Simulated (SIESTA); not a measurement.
The system is Fe.

```xyz
1
Lattice="-1.4430 1.4430 1.4430 1.4430 -1.4430 1.4430 1.4430 1.4430 -1.4430" Properties=species:S:1:pos:R:3 pbc="T T T"
Fe    0.0000    0.0000    0.0000
```

Base run:

| Property | Result |
| --- | --- |
| Program | SIESTA 5.4.2 |
| Functional | PBE |
| Potentials or basis | PseudoDojo 0.4 standard (PBE files) |
| Basis | DZP (energy shift 0.003 Ry; two zetas on semicore shells) |
| Grid cutoff | 800 Ry |
| Energy shift | 0.003 Ry |
| k mesh | 13 × 13 × 13 |
| Occupations | fermi-dirac, width 0.05 eV |
| Spin | collinear spin, ferromagnetic start |
| Starting moments | [3.0] μB |

Its results: band gap on the k mesh none (metal or under the smearing width); pressure -6.8 GPa; net moment 2.44 μB per cell; site moments Fe +2.44 μB.

The run is repeated on the same cell with these changes: basis from DZP (energy shift 0.003 Ry; two zetas on semicore shells) to DZ (energy shift 0.01 Ry); energy shift from 0.003 Ry to 0.01 Ry. What comes out?

Band gap on the k mesh none (metal or under the smearing width); pressure -28.5 GPa; net moment 2.66 μB per cell; site moments Fe +2.66 μB.

Caveats: the basis of atomic orbitals isn't converged, which shifts pressures, moduli and gaps; short orbitals over semicore shells can move pressures by several GPa (some runs); the basis has no polarisation orbitals (some runs); semicore shells carry a single zeta, which can move pressures by several GPa and volumes by a few percent (some runs); a pressure of tens of GPa on the cell as given is suspect, and the run, the potentials or the cell itself is likely at fault (some runs).

Not every run made on this cell is shown here.
